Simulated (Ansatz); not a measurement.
ZnTe:
```yaml
crystal:
  lattice:
    - [0.00000, 3.03292, 3.03292]
    - [3.03292, 0.00000, 3.03292]
    - [3.03292, 3.03292, 0.00000]
  atoms:
    - { symbol: Te, position: [0.75000, 0.75000, 0.75000] }
    - { symbol: Zn, position: [0.00000, 0.00000, 0.00000] }
```

Tensor components refer to the Cartesian frame of this cell.

Q: Give the high-frequency dielectric tensor and the Born effective charge tensors of the independent atoms from DFPT, DFT-PBEsol in the program Ansatz with PAW potentials.

A: 
ε∞:
```
9.07  0.00  0.00
0.00  9.07  0.00
0.00  0.00  9.07
```
Z* of atom 1 (Te), rows: field, columns: displacement, in e:
```
-1.97   0.00   0.00
 0.00  -1.97   0.00
 0.00   0.00  -1.97
```
Z* of atom 2 (Zn), rows: field, columns: displacement, in e:
```
1.97  0.00  0.00
0.00  1.97  0.00
0.00  0.00  1.97
```

Space group F-43m (zinc blende). Symmetry was held in the PBEsol relaxation. Scalar-relativistic: spin–orbit coupling is off unless named, which matters more the heavier the elements.

Potentials: the later of the program's two PAW sets.
